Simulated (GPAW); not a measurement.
Wanted: an ASE script for a GPAW 26.7.0 run.

```
Task                : band structure
Functional          : PBEsol
Potentials or basis : PAW data sets generated in the run's folder for this functional
Cutoff              : 600 eV
Basis               : pw
k mesh              : 6 × 6 × 7
Occupations         : fermi-dirac, width 0.05 eV
Spin                : collinear spin, ferromagnetic start
Starting moments    : [0.0, 3.0, 3.0] μB
Hubbard terms       : Fe d U = 1 eV
Maxiter             : 150
Band path           : GMKGALHA,LM,KH
Band points         : 80
```

Fe2Ge:

```
CELL_PARAMETERS angstrom
4.16363 0.00000 0.00000
-2.08182 3.60581 0.00000
0.00000 0.00000 2.62647
ATOMIC_POSITIONS crystal
Ge 0.00000 0.00000 0.00000
Fe 0.33333 0.66667 0.50000
Fe 0.66667 0.33333 0.50000
```

The cell comes from a database or a generator and needn't be the stable form of this composition.

The input as run:

run.py

```python
from ase import Atoms
from ase.dft.bandgap import bandgap
from ase.io import write
from ase.units import GPa
from gpaw import GPAW, PW, setup_paths

setup_paths.insert(0, '.')

atoms = Atoms(['Ge', 'Fe', 'Fe'],
              cell=[[4.1636340796, 0.0, 0.0],
                    [-2.0818170398, 3.605812885, 0.0],
                    [0.0, 0.0, 2.626466]],
              scaled_positions=[[0.0, 0.0, 0.0],
                                [0.3333333333, 0.6666666667, 0.5],
                                [0.6666666667, 0.3333333333, 0.5]],
              pbc=True)
atoms.set_initial_magnetic_moments([0.0, 3.0, 3.0])

calc = GPAW(mode=PW(600),
            xc='PBEsol',
            kpts={'size': (6, 6, 7), 'gamma': True},
            occupations={'name': 'fermi-dirac', 'width': 0.05},
            setups={'Fe': ':d,1.0'},
            nbands=23,
            convergence={'density': 1e-05, 'energy': 1e-05},
            maxiter=150,
            txt='gpaw.txt')
atoms.calc = calc
energy = atoms.get_potential_energy()
forces = atoms.get_forces()
stress = atoms.get_stress()
calc.write('gs.gpw')
write('result.traj', atoms)
print(f'Energy: {energy:.6f} eV')
print('Forces (eV/A):')
print(forces.round(4))
print('Stress (GPa):', (stress / GPa).round(3))
print('Moments:', calc.get_magnetic_moments().round(3))
print('Fermi level:', round(calc.get_fermi_level(), 4), 'eV')
print(f'Gap: {bandgap(calc)[0]:.4f} eV, direct: {bandgap(calc, direct=True)[0]:.4f} eV')

path = atoms.cell.bandpath('GMKGALHA,LM,KH', npoints=80, eps=1e-4)
bs_calc = calc.fixed_density(kpts=path, symmetry='off', nbands=34,
                             convergence={'bands': 'CBM+6.0', 'eigenstates': 1e-6}, txt='bands.txt')
bs = bs_calc.band_structure()
bs.write('bs.json')
print(f'Gap on the path: {bandgap(bs_calc)[0]:.4f} eV')
```

Potentials or basis: PAW data sets generated in the run's folder for this functional, pw.

Command:

```bash
$ gpaw-setup -f PBEsol Fe Ge
$ OMP_NUM_THREADS=1 python run.py
```

It gave:

```yaml
Pressure: -2.6 GPa
Band_gap_along_the_path: none (metal or under the smearing width)
Net_moment: 5.34 μB per cell
Site_moments: Ge +0.01; Fe +2.62 μB
```

Caveat: the U is typed as a test and isn't derived for this compound.

It took 110 s on 1 thread of Arm Neoverse V1, on a shared host, peak memory 0.34 GiB.
